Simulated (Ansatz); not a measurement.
Ge, 2 atoms in the cell. It takes space group I4_1/amd (No. 141, tetragonal). Conventional cell: a = 5.149 Å, b = 5.149 Å, c = 2.795 Å, α = 90.00°, β = 90.00°, γ = 90.00°. Around Ge (site symmetry -4m2) lie 6 Ge at 2.67 to 2.79 Å. This isn't the form of Ge at room conditions, which is diamond.

```yaml
Program: Ansatz 0.2.0
Task: relaxation of cell and atoms
Functional: PBE
Potentials_or_basis: Ansatz PAW
Cutoff: "420 eV (not typed: the program's choice for these potentials)"
k_mesh: 11 × 11 × 11
Occupations: fermi-dirac, width 0.05 eV
Spin: no spin polarisation
```

Potentials or basis: Ansatz PAW.

Run with:

```bash
$ ansatz run input.yaml --threads 2 --pin off --max-ram 5632MiB --backend cpu --events-out ev --progress --plain --runs-dir out
```

Hardware: 2 threads of Arm Neoverse V2 (shared host).

**Question.** Estimate the wall time of this run.

**Answer.** Run time: 10 s on 2 threads of Arm Neoverse V2, with other jobs on the host, peak memory 0.38 GiB. Counts: scf iterations 29, plane waves 765, k points 126, bands 18, ion steps 6.
